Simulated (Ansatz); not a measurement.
Cr in Ansatz: the effect of functional

The system is Cr.

```
Cr
1.0
     1.14705   -2.46703    0.00000
     1.14705    2.46703    0.00000
     0.00000    0.00000    4.06431
Cr
2
Direct
  0.87053 0.12947 0.75000
  0.12947 0.87053 0.25000
```

This isn't the form of Cr at room conditions, which is bcc.

Alike in all runs:

```yaml
Program: Ansatz 0.2.0
Task: equation of state
Potentials_or_basis: Ansatz PAW
k_mesh: 13 × 13 × 7
Occupations: fermi-dirac, width 0.05 eV
Spin: collinear spin, ferromagnetic start
Starting_moments: "[3.0, 3.0] μB"
```

```csv
functional,cutoff,V0 of scaled cells (Å³/atom),B0 (GPa)
LDA,420 eV,?,?
PBEsol,420 eV,11.42,260
r2SCAN,500 eV,11.60,257
```

Task: What does the run with functional LDA give?

Result: V0 of scaled cells 11.09 Å³/atom; B0 279 GPa.

Caveats: the cell was scaled at fixed shape and fractional positions, which overstates the stiffness of a crystal with free parameters, most of all of layers and chains; the magnetic or orbital state may not be the lowest (some runs); the PAW data sets were made with another functional, which shifts forces and pressure a little (some runs).
